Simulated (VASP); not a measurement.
# Hg (P6_3/mmc) in VASP: single point with PBE

Aim: the single point of Hg with PBE.

Program: VASP 6.6.1. These are calculated values, not measurements. Logs are shortened: lines on timing, memory, paths and dates and some standing lists are left out, and cuts for length are marked.

### Step 1. The cell of the first run

Symmetry: P6_3/mmc, No. 194, hexagonal system. Conventional cell: a = 3.518 Å, b = 3.518 Å, c = 5.616 Å, α = 90.00°, β = 90.00°, γ = 120.00°. Hg (site symmetry -6m2) is surrounded by 12 Hg at 3.47 to 3.52 Å.

### Step 2. Single point, PBE (x and y stretched by -2 %, z held)

The input, INCAR:

```
  PREC = Accurate
  ENCUT = 520
  EDIFF = 1E-6
  ISMEAR = -1
  SIGMA = 0.03
  LREAL = F
  LASPH = T
  NELM = 100
  ALGO = Fast
  ISIF = 2
  LWAVE = F
  LCHARG = T
  GGA = PE
  LELF = T
  LVHAR = T
  NBANDS = 19
```

The input, KPOINTS:

```
regular mesh
0
Gamma
  13 13 7
```

The input, POSCAR:

```
Hg
1.0
    3.5183764951      0.0000000000      0.0000000000
   -1.7591882476      3.0470034248      0.0000000000
    0.0000000000      0.0000000000      5.6163146195
Hg
2
Direct
    0.3333333333      0.6666666667      0.2500000000
    0.6666666667      0.3333333333      0.7500000000
```

Potentials or basis: VASP PAW PBE potentials, release 64 (Hg).

The run is started by

```
$ cat potpaw_PBE.64/Hg/POTCAR > POTCAR
$ mpirun -np 1 vasp_std > vasp.out
```

OUTCAR:

```text
PREC = Accurate
   ENCUT = 520
   EDIFF = 1E-6
   ISMEAR = -1
   LREAL = F
   LASPH = T
   NELM = 100
   ISIF = 2
   GGA = PE

 ion  position               nearest neighbor table
   1  0.333  0.667  0.250-   2 3.47   2 3.47   2 3.47   2 3.47   2 3.47   2 3.47
   2  0.667  0.333  0.750-   1 3.47   1 3.47   1 3.47   1 3.47   1 3.47   1 3.47

  LATTYP: Found a hexagonal cell.
 ALAT       =     3.5183764951
 C/A-ratio  =     1.5962801671

  Lattice vectors:

 A1 = (   3.5183764951,   0.0000000000,   0.0000000000)
 A2 = (  -1.7591882476,   3.0470034248,   0.0000000000)
 A3 = (   0.0000000000,   0.0000000000,   5.6163146195)

Analysis of symmetry for initial positions (statically):
=====================================================================
 Subroutine PRICEL returns:
 Original cell was already a primitive cell.

 Routine SETGRP: Setting up the symmetry group for a
 hexagonal supercell.

 Subroutine GETGRP returns: Found 24 space group operations
 (whereof 12 operations were pure point group operations)
 out of a pool of 24 trial point group operations.

The static configuration has the point symmetry D_3d.
 The point group associated with its full space group is D_6h.

Analysis of symmetry for dynamics (positions and initial velocities):
=====================================================================
 Subroutine PRICEL returns:
 Original cell was already a primitive cell.

 Routine SETGRP: Setting up the symmetry group for a
 hexagonal supercell.

 Subroutine GETGRP returns: Found 24 space group operations
 (whereof 12 operations were pure point group operations)
 out of a pool of 24 trial point group operations.

The dynamic configuration has the point symmetry D_3d.
 The point group associated with its full space group is D_6h.

 Subroutine INISYM returns: Found 24 space group operations
 (whereof 12 operations are pure point group operations),
 and found     1 'primitive' translations

----------------------------------------------------------------------------------------

                                     Primitive cell

  volume of cell :      60.2097

  direct lattice vectors                    reciprocal lattice vectors
     3.518376495  0.000000000  0.000000000     0.284221999  0.164095648  0.000000000
    -1.759188248  3.047003425  0.000000000     0.000000000  0.328191295  0.000000000
     0.000000000  0.000000000  5.616314619     0.000000000  0.000000000  0.178052703

  length of vectors
     3.518376495  3.518376495  5.616314619     0.328191295  0.328191295  0.178052703

  position of ions in fractional coordinates (direct lattice)
     0.333333333  0.666666667  0.250000000
     0.666666667  0.333333333  0.750000000

  ion indices of the primitive-cell ions
   primitive index   ion index
                 1           1
                 2           2

----------------------------------------------------------------------------------------

 KPOINTS: regular mesh

Automatic generation of k-mesh.
 Grid dimensions read from file:
 generate k-points for:   13   13    7

 Generating k-lattice:

  Cartesian coordinates                     Fractional coordinates (reciprocal lattice)
     0.021863231  0.012622742  0.000000000     0.076923077  0.000000000  0.000000000
     0.000000000  0.025245484  0.000000000     0.000000000  0.076923077  0.000000000
     0.000000000  0.000000000  0.025436100     0.000000000  0.000000000  0.142857143

  Length of vectors
     0.025245484  0.025245484  0.025436100

  Shift w.r.t. Gamma in fractional coordinates (k-lattice)
     0.000000000  0.000000000  0.000000000

 Subroutine IBZKPT returns following result:
 ===========================================

 Found     84 irreducible k-points:

 Following reciprocal coordinates:
            Coordinates               Weight
  0.000000  0.000000  0.000000      1.000000
  0.076923  0.000000  0.000000      6.000000
  0.153846  0.000000  0.000000      6.000000
  0.230769  0.000000  0.000000      6.000000
  0.307692  0.000000  0.000000      6.000000
  0.384615  0.000000  0.000000      6.000000
[... 16 lines left out ...]
  0.076923  0.000000  0.142857     12.000000
  0.153846  0.000000  0.142857     12.000000
 [... further k-points ...]
   k-points           NKPTS =     84   k-points in BZ     NKDIM =     84   number of bands    NBANDS=     19
   number of dos      NEDOS =    301   number of ions     NIONS =      2
   total plane-waves  NPLWV =  32928
   dimension x,y,z NGX =    28 NGY =   28 NGZ =   42
   dimension x,y,z NGXF=    56 NGYF=   56 NGZF=   84
   ions per type =               2
   NGX,Y,Z   is equivalent  to a cutoff of  13.23, 13.23, 12.43 a.u.
   NGXF,Y,Z  is equivalent  to a cutoff of  26.46, 26.46, 24.86 a.u.
 SYSTEM =  unknown system
   PREC   = accura    normal or accurate (medium, high low for compatibility)
   ISTART =      0    job   : 0-new  1-cont  2-samecut
   ICHARG =      2    charge: 1-file 2-atom 10-const
   ISPIN  =      1    spin polarized calculation?
   LNONCOLLINEAR =      F non collinear calculations
   LSORBIT =      F    spin-orbit coupling
   LASPH  =      T    aspherical Exc in radial PAW
   ENCUT  =  520.0 eV  38.22 Ry    6.18 a.u.   6.54  6.54 10.44*2*pi/ulx,y,z
   NELM   =    100;   NELMIN=  2; NELMDL= -5     # of ELM steps
   EDIFF  = 0.1E-05   stopping-criterion for ELM
   LREAL  =      F    real-space projection
   EDIFFG = 0.1E-04   stopping-criterion for IOM
   NSW    =      0    number of steps for IOM
   IBRION =     -1    ionic relax: 0-MD 1-quasi-New 2-CG
   NFREE  =      0    steps in history (QN), initial steepest desc. (CG)
   ISIF   =      2    stress and relaxation
   ISYM   =      2    0-nonsym 1-usesym 2-fastsym
   POTIM  = 0.5000    time-step for ionic-motion
   TEBEG  =    0.0;   TEEND  =   0.0 temperature during run
   PSTRESS=    0.0 pullay stress
   NELECT =      24.0000    total number of electrons
   NUPDOWN=      -1.0000    fix difference up-down
   EMIN   =  10.00;   EMAX   =-10.00  energy-range for DOS
   EFERMI =   0.00;   METHOD = LEGACY
   ISMEAR =    -1;   SIGMA  =   0.03  broadening in eV -4-tet -1-fermi 0-gaus
   EFERMI_NEDOS =   21; number of points for ismear=-14 and -15
   IALGO  =     68    algorithm
   IMIX   =      4    mixing-type and parameters
     AMIX     =   0.40;   BMIX     =  1.00
     AMIX_MAG =   1.60;   BMIX_MAG =  1.00
  volume/ion in A,a.u.               =      30.10       203.16
  Fermi-wavevector in a.u.,A,eV,Ry     =   1.204822  2.276784 19.750175  1.451597
  Thomas-Fermi vector in A             =   2.340536
   LORBIT       =      0    0 simple, 1 ext, 2 COOP (PROOUT), +10 PAW based schemes
   GGA     = PE    functional components
   LHFCALC =     F    Hartree Fock is set to
   AEXX    =    0.0000 exact exchange contribution
   IVDW    =     0    specifies the selected vdW correction
   LEPSILON=     F    determine dielectric tensor
   LRPA    =     F    only Hartree local field effects (RPA)
 non-spin polarized calculation
 RMM-DIIS sequential band-by-band and
  energy-cutoff  :      520.00
  volume of cell :       60.21
 maximum number of plane-waves:      1650
 NGX is ok and might be reduce to    28
   NGX = 13   NGY = 13   NGZ = 21

 number of electron      24.0000003 magnetization

 Free energy of the ion-electron system (eV)
  ---------------------------------------------------
  ext. energy  EPLUGINS =         0.00000000
  ---------------------------------------------------
  free energy    TOTEN  =        -0.37254172 eV

  energy without entropy =       -0.37231902  energy(sigma->0) =       -0.37243037

 E-fermi :   0.5763     XC(G=0):  -9.5418

 val. band max:        0.5240437137   @ k =   0.2308   0.2308   0.0000
 cond. band min:       0.6861384484   @ k =   0.0769   0.0000   0.0000
 fundamental gap:      0.1620947347
 Fermi energy:         0.5762762210

 k-point     1 :       0.0000    0.0000    0.0000
  band No.  band energies     occupation
      1      -6.2042      2.00000
      2      -5.7884      2.00000
      3      -5.2451      2.00000
      4      -5.2295      2.00000
      5      -5.2295      2.00000
      6      -5.1467      2.00000
[... 11 lines left out ...]
     18      13.4231      0.00000
     19      14.1392      0.00000

 k-point     2 :       0.0769    0.0000    0.0000
  band No.  band energies     occupation
      1      -6.1002      2.00000
      2      -5.7469      2.00000
      3      -5.2883      2.00000
      4      -5.1956      2.00000
      5      -5.1798      2.00000
      6      -5.1511      2.00000
[... 11 lines left out ...]
     18      14.1436      0.00000
     19      14.2808      0.00000

 k-point     3 :       0.1538    0.0000    0.0000
  band No.  band energies     occupation
      1      -5.8255      2.00000
      2      -5.6548      2.00000
      3      -5.3141      2.00000
      4      -5.1682      2.00000
      5      -5.1570      2.00000
      6      -5.1246      2.00000
[... 11 lines left out ...]
     18      13.4039      0.00000
     19      13.8700      0.00000

 k-point     4 :       0.2308    0.0000    0.0000
  band No.  band energies     occupation
      1      -5.6228      2.00000
      2      -5.5903      2.00000
      3      -5.2757      2.00000
      4      -5.2311      2.00000
      5      -5.1815      2.00000
      6      -5.1048      2.00000
[... 407 lines left out ...]
     18      13.3194      0.00000
     19      13.3543      0.00000

 k-point    23 :       0.0769    0.0000    0.1429
  band No.  band energies     occupation
      1      -5.9908      2.00000
      2      -5.7259      2.00000
      3      -5.2940      2.00000
      4      -5.2280      2.00000
      5      -5.2247      2.00000
      6      -5.1721      2.00000
[... 11 lines left out ...]
     18      13.5531      0.00000
     19      13.7078      0.00000

 k-point    24 :       0.1538    0.0000    0.1429
  band No.  band energies     occupation
      1      -5.7367      2.00000
      2      -5.6325      2.00000
      3      -5.3198      2.00000
      4      -5.2200      2.00000
      5      -5.1719      2.00000
      6      -5.1417      2.00000
[... 11 lines left out ...]
     18      13.2417      0.00000
     19      13.4502      0.00000

 [... further k-points ...]

------------------------ aborting loop because EDIFF is reached ----------------------------------------

  FORCE on cell =-STRESS in cart. coord.  units (eV):
  Direction    XX          YY          ZZ          XY          YZ          ZX
  --------------------------------------------------------------------------------------
  -------------------------------------------------------------------------------------
  Total        0.1733888      0.1733888      0.0949989     -0.0000000      0.0000000     -0.0000000
  in kB        4.6138645      4.6138645      2.5279157     -0.0000000      0.0000000     -0.0000000
  external PRESSURE =       3.9185482 kB  Pullay stress =       0.0000000 kB

 VOLUME and BASIS-vectors are now :
 -----------------------------------------------------------------------------
  energy-cutoff  :      520.00
  volume of cell :       60.21
      direct lattice vectors                 reciprocal lattice vectors
     3.518376495  0.000000000  0.000000000     0.284221999  0.164095648  0.000000000
    -1.759188248  3.047003425  0.000000000     0.000000000  0.328191295  0.000000000
     0.000000000  0.000000000  5.616314619     0.000000000  0.000000000  0.178052703

 POSITION                                       TOTAL-FORCE (eV/Angst)
 -----------------------------------------------------------------------------------
     -0.00000      2.03134      1.40408        -0.000000     -0.000000      0.000000
      1.75919      1.01567      4.21224         0.000000      0.000000      0.000000
 -----------------------------------------------------------------------------------
    total drift:                               -0.000000      0.000000     -0.000000

  FREE ENERGIE OF THE ION-ELECTRON SYSTEM (eV)
  ---------------------------------------------------
  free  energy   TOTEN  =        -0.3725417244 eV

  energy  without entropy=       -0.3723190189  energy(sigma->0) =       -0.37243037
```

Wall time 62 s (1 thread of AMD EPYC 7R13 (Zen 3), shared host); peak memory 0.2 GiB.

What came out:

- Free energy: -0.3725 eV
- Pressure: 0.4 GPa
- Band gap on the k mesh: none (metal or under the smearing width)

Spin-orbit coupling is left out, which matters for the levels of Hg.
